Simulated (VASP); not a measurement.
Input of a VASP 6.6.1 run:

INCAR

```
PREC = Normal
ENCUT = 520
EDIFF = 1E-7
ISMEAR = 0
SIGMA = 0.1
LREAL = False
LASPH = True
NELM = 80
ALGO = Normal
ISIF = 2
LWAVE = False
LCHARG = False
GGA = PS
IVDW = 11
LOPTICS = True
NBANDS = 32
NEDOS = 1000
CSHIFT = 0.1
```

Contents of KPOINTS:

```
regular mesh
0
Gamma
  9 9 6
```

The input POSCAR:

```
P
1.0
    3.3746300000      0.0000000000      0.0000000000
   -1.6873100000      2.9225100000      0.0000000000
    0.0000000000      0.0000000000      4.9154600000
P
3
Direct
    0.0000000000      0.5000000000      0.3333300000
    0.5000000000      0.5000000000      0.6666700000
    0.5000000000      0.0000000000      0.0000000000
```

Potentials or basis: VASP PAW PBE potentials, release 64 (P).

Launch:

```sh
$ cat potpaw_PBE.64/P/POTCAR > POTCAR
$ mpirun -np 1 vasp_std > vasp.out
```

What does it give for the dispersion energy per atom?

-0.164 eV.

Estimate the band gap on the k mesh.

none (metal or under the smearing width).

Stress tensor (GPa, compression positive):
```
-5.35  0.00  0.00
 0.00 -5.35  0.00
 0.00  0.00 -3.58
```

Caveat: the PAW data sets were made with another functional, which shifts forces and pressure a little; pairwise dispersion overbinds metals, which lowers pressure and volume.
